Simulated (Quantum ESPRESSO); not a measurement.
# V in Quantum ESPRESSO: the effect of target pressure

V:

```xyz
1
Lattice="-1.5144 1.5144 1.5144 1.5144 -1.5144 1.5144 1.5144 1.5144 -1.5144" Properties=species:S:1:pos:R:3 pbc="T T T"
V     0.0000    0.0000    0.0000
```

Alike in all runs:

| Item | Value |
| --- | --- |
| Program | Quantum ESPRESSO 7.5 |
| Task | phonons |
| Functional | LDA |
| Potentials or basis | PseudoDojo 0.4.1 SR LDA standard |
| Cutoff | 1143 eV |
| Density cutoff | 4572 eV |
| k mesh | 8 × 8 × 8 |
| Occupations | cold, width 0.2 eV |
| Spin | collinear spin, ferromagnetic start |
| Starting moments | [2.0] μB |

Each run relaxes the cell or the atoms first.

```csv
target pressure,relaxed volume (Å³/atom),highest phonon frequency (cm⁻¹)
0 GPa,12.49,329
2 GPa,12.38,333
5 GPa,12.22,338
10 GPa,?,?
15 GPa,11.76,351
```

Q: What does the run with target pressure 10 GPa give?

A: Relaxed volume 11.98 Å³/atom; highest phonon frequency 345 cm⁻¹.

Worked out: In Murnaghan's law V^(-B') rises as a straight line in P. The other rows fit best with B' = 4.1, V0 = 12.49 Å³/atom and B0 = 219 GPa, which gives 11.98 Å³/atom at 10 GPa, against the run's 11.98. A parabola through the other rows of the highest phonon frequency, of slope 1.29 cm⁻¹ per GPa there, gives 345 cm⁻¹, against the run's 345.

Caveats: all runs use coarse meshes; the mesh is thin for the phonons of a metal; the cell is more than 3 GPa from zero pressure, which shifts response properties (some runs); the volume moved by over 15 % at a fixed basis, so the end points are rough (some runs).
